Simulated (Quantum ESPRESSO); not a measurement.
# SiC (Moissanite) (P6_3mc) in Quantum ESPRESSO: further runs, part 2 of 3

Quantum ESPRESSO 7.5.

### 3 Phonons, PBE

File pw.in:

```
&CONTROL
  calculation = 'scf'
  prefix = 'pwscf'
  outdir = './tmp'
  pseudo_dir = './pseudo'
  tprnfor = .true.
  tstress = .true.
  disk_io = 'low'
/
&SYSTEM
  ibrav = 0
  celldm(1) = 8
  nat = 4
  ntyp = 2
  ecutwfc = 82
  nbnd = 14
  occupations = 'smearing'
  smearing = 'fd'
  degauss = 0.00367493
/
&ELECTRONS
  conv_thr = 8d-10
  electron_maxstep = 120
  mixing_beta = 0.5
/
ATOMIC_SPECIES
Si    28.0850 Si.upf
C     12.0110 C.upf
CELL_PARAMETERS alat
  0.7265996949186   0.0000000000000   0.0000000000000
 -0.3632998474593   0.6292537941719   0.0000000000000
  0.0000000000000   0.0000000000000   1.1924171846389
ATOMIC_POSITIONS crystal
Si     0.6666666667    0.3333333333    0.5000000000
Si     0.3333333333    0.6666666667    0.0000000000
C      0.6666666667    0.3333333333    0.8850000000
C      0.3333333333    0.6666666667    0.3850000000
K_POINTS automatic
6 6 4 0 0 1
```

File relax.in:

```
&CONTROL
  calculation = 'vc-relax'
  prefix = 'pwscf'
  outdir = './tmp'
  pseudo_dir = './pseudo'
  tprnfor = .true.
  tstress = .true.
  disk_io = 'low'
  nstep = 40
  forc_conv_thr = 0.0001
  etot_conv_thr = 1d-06
/
&SYSTEM
  ibrav = 0
  celldm(1) = 8
  nat = 4
  ntyp = 2
  ecutwfc = 82
  nbnd = 14
  occupations = 'smearing'
  smearing = 'fd'
  degauss = 0.00367493
/
&ELECTRONS
  conv_thr = 8d-10
  electron_maxstep = 120
  mixing_beta = 0.5
/
&IONS
  ion_dynamics = 'bfgs'
/
&CELL
  cell_dynamics = 'bfgs'
  press = 0
  press_conv_thr = 0.2
/
ATOMIC_SPECIES
Si    28.0850 Si.upf
C     12.0110 C.upf
CELL_PARAMETERS alat
  0.7265996949186   0.0000000000000   0.0000000000000
 -0.3632998474593   0.6292537941719   0.0000000000000
  0.0000000000000   0.0000000000000   1.1924171846389
ATOMIC_POSITIONS crystal
Si     0.6666666667    0.3333333333    0.5000000000
Si     0.3333333333    0.6666666667    0.0000000000
C      0.6666666667    0.3333333333    0.8850000000
C      0.3333333333    0.6666666667    0.3850000000
K_POINTS automatic
6 6 4 0 0 1
```

File scf2.in:

```
&CONTROL
  calculation = 'scf'
  prefix = 'pwscf'
  outdir = './tmp'
  pseudo_dir = './pseudo'
  tprnfor = .true.
  tstress = .true.
  disk_io = 'low'
/
&SYSTEM
  ibrav = 0
  celldm(1) = 8
  nat = 4
  ntyp = 2
  ecutwfc = 82
  nbnd = 14
  occupations = 'fixed'
/
&ELECTRONS
  conv_thr = 1d-13
  electron_maxstep = 120
  mixing_beta = 0.5
  startingpot = 'file'
  startingwfc = 'file'
/
ATOMIC_SPECIES
Si    28.0850 Si.upf
C     12.0110 C.upf
CELL_PARAMETERS alat
  0.7303930176540  -0.0000000000000   0.0000000000000
 -0.3651965088270   0.6325389080352   0.0000000000000
  0.0000000000000   0.0000000000000   1.1983185179458
ATOMIC_POSITIONS crystal
Si     0.6666666666    0.3333333332    0.5045520198
Si     0.3333333332    0.6666666666    0.0045520198
C      0.6666666666    0.3333333332    0.8804479802
C      0.3333333332    0.6666666666    0.3804479802
K_POINTS automatic
6 6 4 0 0 1
```

File ph.in:

```
phonons of SiC
&INPUTPH
  prefix = 'pwscf'
  outdir = './tmp'
  tr2_ph = 1d-18
  fildyn = 'dyn'
  niter_ph = 90
  alpha_mix(1) = 0.7
  epsil = .true.
/
0.0000000000 0.0000000000 0.0000000000
```

File dynmat.in:

```
&INPUT
  fildyn = 'dyn'
  asr = 'crystal'
  lperm = .true.
  filout = 'dynmat.disp'
  fileig = 'dynmat.eig'
/
```

File dynmat_lo.in:

```
&INPUT
  fildyn = 'dyn'
  asr = 'crystal'
  filout = 'dynmat_lo.disp'
  fileig = 'dynmat_lo.eig'
  q(1) = 0
  q(2) = 0
  q(3) = 1
/
```

Potentials or basis: PseudoDojo 0.4.1 SR PBE standard.

Launch:

```
> OMP_NUM_THREADS=1 mpirun -n 4 pw.x -nk 2 -in pw.in > pw.out
> OMP_NUM_THREADS=1 mpirun -n 4 pw.x -nk 2 -in relax.in > relax.out
> OMP_NUM_THREADS=1 mpirun -n 4 pw.x -nk 2 -in scf2.in > scf2.out
> OMP_NUM_THREADS=1 mpirun -n 4 ph.x -nk 2 -in ph.in > ph.out
> OMP_NUM_THREADS=1 mpirun -n 1 dynmat.x -in dynmat.in > dynmat.out
> OMP_NUM_THREADS=1 mpirun -n 1 dynmat.x -in dynmat_lo.in > dynmat_lo.out
```

pw.out:

```text
This program is part of the open-source Quantum ESPRESSO suite
     for quantum simulation of materials; please cite
[... 6 lines left out ...]
     using ibrav=0 with symmetry is DISCOURAGED, use correct ibrav instead

     K-points division:     npool     =       2
     Subspace diagonalization in iterative solution of the eigenvalue problem:
     a serial algorithm will be used

     --------------------
     sticks:   dense  smooth     PW     G-vecs:    dense   smooth      PW
     Min         378     378    111                13994    13994    2236
     Max         379     379    112                13997    13997    2239
     Sum         757     757    223                27991    27991    4475

     Using Slab Decomposition

     bravais-lattice index     =            0
     lattice parameter (alat)  =       8.0000  a.u.
     unit-cell volume          =     279.1382 (a.u.)^3
     number of atoms/cell      =            4
     number of atomic types    =            2
     number of electrons       =        16.00
     number of Kohn-Sham states=           14
     kinetic-energy cutoff     =      82.0000  Ry
     charge density cutoff     =     328.0000  Ry
     scf convergence threshold =      8.0E-10
     mixing beta               =       0.5000
     number of iterations used =            8  plain     mixing
     Exchange-correlation= PBE
                           (   1   4   3   4   0   0   0)

     celldm(1)=   8.000000  celldm(2)=   0.000000  celldm(3)=   0.000000
     celldm(4)=   0.000000  celldm(5)=   0.000000  celldm(6)=   0.000000

     crystal axes: (cart. coord. in units of alat)
[... 76 lines left out ...]
     estimated scf accuracy    <       0.88249788 Ry
[... 50 lines left out ...]
     iteration #  9     ecut=    82.00 Ry     beta= 0.50
     Davidson diagonalization with overlap
     ethr =  1.73E-10,  avg # of iterations =  2.0

     End of self-consistent calculation

          k = 0.0000 0.0000 0.1048 (  3507 PWs)   bands (ev):

    -5.8535  -2.7421   1.5415   8.2860   8.2860   9.3437   9.4693   9.4693
    14.4916  16.1708  16.3338  16.3338  17.1459  18.3322
[... 23 lines left out ...]
    -3.4432  -2.4024   2.7971   3.7815   5.8394   7.1090   7.8386   7.8862
    13.0791  13.9840  15.3861  16.9842  18.9993  20.3232

          k = 0.0000-0.7946 0.1048 (  3492 PWs)   bands (ev):

    -2.5354  -1.1464   1.5741   2.9730   4.7569   6.3113   6.8512   8.2003
    12.4825  13.6291  16.6429  17.2586  18.2588  19.2242

          k = 0.0000-0.7946 0.3145 (  3476 PWs)   bands (ev):

    -2.0729  -1.4086   1.1199   1.8013   6.6157   6.7551   7.5125   7.7983
    12.6903  13.0331  15.2728  15.3746  18.9687  20.4625

          k = 0.2294 0.3973 0.1048 (  3494 PWs)   bands (ev):
[... 26 lines left out ...]
    -1.1703  -1.1703   2.0253   2.0253   3.4837   4.4790   7.7182   7.7182
    14.4994  15.0573  15.0573  16.8549  19.9814  19.9814

     the Fermi energy is    10.7190 ev

!    total energy              =     -41.07574282 Ry
     estimated scf accuracy    <          2.0E-11 Ry
     smearing contrib. (-TS)   =      -0.00000000 Ry
     internal energy E=F+TS    =     -41.07574282 Ry

     The total energy is F=E-TS. E is the sum of the following terms:
     one-electron contribution =      11.08909347 Ry
     hartree contribution      =       4.75107419 Ry
     xc contribution           =     -15.12672128 Ry
     ewald contribution        =     -41.78918921 Ry

     convergence has been achieved in   9 iterations

     Forces acting on atoms (cartesian axes, Ry/au):

     atom    1 type  1   force =     0.00000000   -0.00000000    0.02934399
     atom    2 type  1   force =     0.00000000    0.00000000    0.02934399
     atom    3 type  2   force =     0.00000000    0.00000000   -0.02934399
     atom    4 type  2   force =     0.00000000   -0.00000000   -0.02934399

     Total force =     0.058688     Total SCF correction =     0.000002

     Computing stress (Cartesian axis) and pressure

          total   stress  (Ry/bohr**3)                   (kbar)     P=       36.57
   0.00036273   0.00000000   0.00000000           53.36        0.00        0.00
  -0.00000000   0.00036273   0.00000000           -0.00       53.36        0.00
   0.00000000   0.00000000   0.00002039            0.00        0.00        3.00

=------------------------------------------------------------------------------=
   JOB DONE.
=------------------------------------------------------------------------------=
```

relax.out:

```text
This program is part of the open-source Quantum ESPRESSO suite
     for quantum simulation of materials; please cite
[... 6 lines left out ...]
     using ibrav=0 with symmetry is DISCOURAGED, use correct ibrav instead

     K-points division:     npool     =       2
[... 1268 lines left out ...]
   0.00000096   0.00000000   0.00000000            0.14        0.00        0.00
   0.00000000   0.00000096   0.00000000            0.00        0.14        0.00
  -0.00000000  -0.00000000   0.00000105           -0.00       -0.00        0.15

=------------------------------------------------------------------------------=
   JOB DONE.
=------------------------------------------------------------------------------=
```

Wall time 4.3 min (4 MPI ranks of Intel Xeon at 2.50GHz (Skylake/Cascade Lake), shared host); peak memory 0.28 GiB.

What came out:

| Item | Value |
| --- | --- |
| Free energy | -558.9071 eV |
| Relaxed volume | 10.50 Å³/atom |
| Relaxed cell | a = 3.092 Å, b = 3.092 Å, c = 5.073 Å, α = 90.00°, β = 90.00°, γ = 120.00° |
| Space group after relaxing (to 0.05 Å) | P6_3mc (No. 186) |
| Pressure after relaxing | 0.0 GPa |
| Electronic dielectric tensor (diagonal) | 7.34, 7.34, 7.35 |
| Born charges (mean of the diagonal) | Si +2.69; C -2.79 e |
| Highest phonon frequency at Γ, LO-TO splitting left out | 817 cm⁻¹ |
| Static dielectric tensor (diagonal) | 10.63, 10.63, 11.36 |

The path:
```
step  energy change (eV)  largest force (eV/Å)  pressure (GPa)  volume (Å³)
   1              0.0000                0.7545            3.66        41.36
   2             -0.0377                0.1816           -0.70        42.14
   3             -0.0421                0.0407           -0.24        42.05
   4             -0.0428                0.0016           -0.02        42.01
   5             -0.0428                0.0001            0.00        42.00
```

Final structure:
```
Si C
1.0
     3.09206    0.00000    0.00000
    -1.54603    2.67780    0.00000
     0.00000    0.00000    5.07298
Si C
2 2
Direct
  0.66667 0.33333 0.50455
  0.33333 0.66667 0.00455
  0.66667 0.33333 0.88045
  0.33333 0.66667 0.38045
```

Levels at points of the mesh, in eV from the valence-band top:
```tsv
k point	band 6	band 7	band 8	band 9	band 10	band 11
(0.00, 0.00, 0.12)	-0.48	0.00	0.00	4.80	6.43	6.66
```

Phonon frequencies in cm⁻¹ (negative: imaginary):
```
              q point                                   frequencies
(0.000, 0.000, 0.000)  -1 -1 -1 257 257 585 745 745 752 781 781 817
```

Electronic dielectric tensor:
```
7.34 0.00 0.00
0.00 7.34 0.00
0.00 0.00 7.35
```

Born effective charge tensors (e):
atom 1, Si
```
2.62 0.00 0.00
0.00 2.62 0.00
0.00 0.00 2.84
```
atom 2, Si
```
2.62 0.00 0.00
0.00 2.62 0.00
0.00 0.00 2.84
```
atom 3, C
```
-2.76  0.00  0.00
 0.00 -2.76  0.00
 0.00  0.00 -2.86
```
atom 4, C
```
-2.76  0.00  0.00
 0.00 -2.76  0.00
 0.00  0.00 -2.86
```

Optical modes at Γ, degenerate ones joined, polar ones without the macroscopic field:
```
cm⁻¹  components  symmetry     active in  IR intensity, summed ((D/Å)²/amu)
 257           2        E2         Raman                               0.00
 585           1        B1        silent                               0.00
 745           2        E2         Raman                               0.00
 752           1        A1  IR and Raman                              44.64
 781           2        E1  IR and Raman                              79.10
 817           1        B1        silent                               0.00
```

Zone-centre frequencies without and with the macroscopic field along z (cm⁻¹):
```tsv
	optical modes in rising order
without	257 257 585 745 745 752 781 781 817
with the field	257 257 585 745 745 781 781 817 935
```

Static dielectric tensor, electrons and zone-centre modes:
```
10.63  0.00  0.00
 0.00 10.63  0.00
 0.00  0.00 11.36
```

Caveat: the mesh is thin for the dielectric tensor, Born charges and intensities, which usually come out too large; the Born charges break their sum rule by 0.20 e, a sign of too thin a mesh.

[end of part 2 of 3]
